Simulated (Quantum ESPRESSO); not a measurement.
LiCl:

```
Cl Li
1.0
     0.00000    2.56477    2.56477
     2.56477    0.00000    2.56477
     2.56477    2.56477    0.00000
Cl Li
1 1
Direct
  0.50000 0.50000 0.50000
  0.00000 0.00000 0.00000
```

Base run:

- Program: Quantum ESPRESSO 7.5
- Functional: PBE
- Potentials or basis: PseudoDojo 0.4.1 SR PBE standard
- Cutoff: 1007 eV
- Density cutoff: 4027 eV
- k mesh: 6 × 6 × 6, shifted
- Occupations: fermi-dirac, width 0.05 eV
- Spin: no spin polarisation

Its results: pressure 0.4 GPa; electronic dielectric tensor (diagonal) 2.96.

Task: The run is repeated on the same cell with these changes: functional from PBE to AM05. What comes out?

Result: Pressure -0.1 GPa; electronic dielectric tensor (diagonal) 2.98.

AM05 binds more tightly than PBE, so the same cell stands under less pressure.

Caveats: the potentials were made for another functional, which shifts forces and pressure (some runs).
